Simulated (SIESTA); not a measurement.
Ge:

```xyz
2
Lattice="1.4881 -2.5947 0.0000 1.4881 2.5947 0.0000 0.0000 0.0000 4.7276" Properties=species:S:1:pos:R:3 pbc="T T T"
Ge    1.4881    0.8643    1.1819
Ge    1.4881   -0.8643    3.5457
```

This isn't the form of Ge at room conditions, which is diamond.

- Program: SIESTA 5.4.2
- Task: relaxation of cell and atoms
- Functional: PBE
- Potentials or basis: PseudoDojo 0.4 standard (PBE files)
- Basis: DZP (energy shift 0.01 Ry)
- Grid cutoff: 800 Ry
- Energy shift: 0.01 Ry
- k mesh: 10 × 10 × 6
- Occupations: fermi-dirac, width 0.05 eV
- Spin: no spin polarisation

At the start: pressure 10.4 GPa; volume 18.25 Å³/atom.

Q: Where does the relaxation end?

A: Over 14 steps the energy falls by 60.5 meV/atom and the volume is 20.21 Å³/atom (+10.7 %); space group P6_3/mmc (No. 194, to 0.05 Å).

Step by step:
| step | energy change (eV) | largest force (eV/Å) | pressure (GPa) | volume (Å³) |
| --- | --- | --- | --- | --- |
| 1 | 0.0000 | 0.0031 | 10.43 | 36.51 |
| 2 | -0.0137 | 0.0009 | 9.83 | 36.72 |
| 3 | -0.1197 | 0.0013 | -0.72 | 40.64 |
| 4 | -0.1204 | 0.0027 | -0.23 | 40.41 |
| 5 | -0.1193 | 0.0030 | 1.14 | 39.90 |
| 6 | -0.1202 | 0.0011 | -0.71 | 40.71 |
| 7 | -0.1209 | 0.0013 | -0.33 | 40.59 |
| 8 | -0.1211 | 0.0006 | 0.00 | 40.44 |
| 9 | -0.1211 | 0.0006 | -0.03 | 40.46 |
| 10 | -0.1211 | 0.0009 | -0.09 | 40.49 |
| 11 | -0.1211 | 0.0006 | -0.01 | 40.45 |
| 12 | -0.1211 | 0.0006 | 0.06 | 40.42 |
| 13 | -0.1211 | 0.0004 | 0.21 | 40.32 |
| 14 | -0.1211 | 0.0002 | -0.01 | 40.43 |

Final structure:
```xyz
2
Lattice="1.5379 -2.6648 0.0000 1.5379 2.6648 0.0000 0.0000 0.0000 4.9324" Properties=species:S:1:pos:R:3 pbc="T T T"
Ge    1.5379    0.8832    1.2331
Ge    1.5379   -0.8832    3.6993
```

Caveat: semicore shells carry a single zeta, which can move pressures by several GPa and volumes by a few percent; the basis of atomic orbitals isn't converged, which shifts pressures, moduli and gaps.
